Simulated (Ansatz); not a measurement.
# MoS2: response to equal strain of all cell vectors

The task here is to estimate one member of a computed series from the others.

Method: DFT PBEsol, scalar-relativistic, plane waves, PAW, in Ansatz 0.2.0.

### Starting point

It takes space group R3m (No. 160, trigonal). Conventional cell: a = 3.184 Å, b = 3.184 Å, c = 19.446 Å, α = 90.00°, β = 90.00°, γ = 120.00°. Around Mo (site symmetry 3m) lie 6 S at 2.41 Å. Around S (site symmetry 3m) lie 3 Mo at 2.41 Å.

As a file:

```
Mo S
1.0
     1.59215    0.91923    6.48210
    -1.59215    0.91923    6.48210
     0.00000   -1.83846    6.48210
Mo S
1 2
Direct
  0.99978 0.99978 0.99978
  0.41293 0.41293 0.41293
  0.25330 0.25330 0.25330
```

Source of the structure: the Materials Project (structure only).

The first run:

(A quick probe on a coarse mesh, which set the mesh and smearing, is not shown.)

Input file input.yaml:

```yaml
crystal:
  lattice:
    - [1.5921519155, 0.919229337, 6.4820983796]
    - [-1.5921519155, 0.919229337, 6.4820983796]
    - [0.0, -1.838458674, 6.4820983796]
  atoms:
    - { symbol: Mo, position: [0.99977504, 0.99977504, 0.99977504] }
    - { symbol: S, position: [0.41293022, 0.41293022, 0.41293022] }
    - { symbol: S, position: [0.25329574, 0.25329574, 0.25329574] }
basis:
  ecutwfc: 420
kpoints:
  mp_grid: { grid: [12, 12, 12] }
hamiltonian:
  xc: pbesol
scf:
  occupations: { method: gaussian, width: 0.02 }
output:
  forces: true
  stress: true
  eigenvalues: true
  write_density: true
  write_potential: true
  elf: true
  volumetric_format: npy
relax:
  adjacent_minimum: "off"
  f_tol: 0.005
  max_steps: 80
  cell: { stress_tol: 0.05 }
```

Command:

```sh
$ ansatz run input.yaml --threads 1 --pin off --max-ram 2560MiB --backend cpu --events-out ev --progress --plain --runs-dir out
```

Among the steps run: Relaxing cell and atoms; Zero strain; Seeking the band edges; Strain -1.0 %; Seeking the band edges at -1.0 %; The cell strained by +1.0 %; The gap over the whole zone at +1.0 %; Strain -2.0 %; The gap over the whole zone at -2.0 %; At +2.0 %; Band edges over the zone at +2.0 %; Strain -3.0 %; The gap over the whole zone at -3.0 %; Strain +3.0 %; Seeking the band edges at +3.0 %.

One table of the session follows, with a row left open; its other results are not shown here.

| strain (%) | ΔE (meV/atom) | a (Å) | b (Å) | c (Å) | gap (eV) |
| --- | --- | --- | --- | --- | --- |
| -3.0 | 33.2 | 3.049 | 3.049 | 18.290 | 0.84 |
| -2.0 | 14.3 | 3.080 | 3.080 | 18.478 | 0.90 |
| -1.0 | ? | ? | ? | ? | ? |
| +0.0 | 0.0 | 3.143 | 3.143 | 18.855 | 0.99 |
| +1.0 | 3.3 | 3.175 | 3.175 | 19.044 | 1.01 |
| +2.0 | 12.8 | 3.206 | 3.206 | 19.232 | 0.84 |
| +3.0 | 28.0 | 3.237 | 3.237 | 19.421 | 0.68 |

Estimate the missing values for strain (%) = -1.0.

Worked estimate for «ΔE (meV/atom)». A straight line through the neighbours (-2.0, 14.3) and (0.0, 0.0) gives 14.3 + (0.0 − 14.3) × (-1.0 + 2.0) / (0.0 + 2.0) = 7.2; a parabola fitted to 4 rows on both sides gives 3.5.

**Answer.** ΔE (meV/atom): 3.5; a (Å): 3.112; b (Å): 3.112; c (Å): 18.667; gap (eV): 0.95. In «ΔE (meV/atom)» the line misses by +3.7 and the parabola by 0.0.

ΔE is over the unstrained cell. Stress in GPa, positive in compression, on the Cartesian axes of the input. Gaps are Kohn-Sham gaps over the whole zone.

To keep in mind: The gap runs from 0.84 eV at -3.0 % through 0.99 to 0.68 eV at +3.0 %. Layers here are held mostly by dispersion, which this level lacks, so their spacing and the stiffness across them are unreliable there. Warnings in the runs' records: stress scf threshold loose, seeded moment not kept.
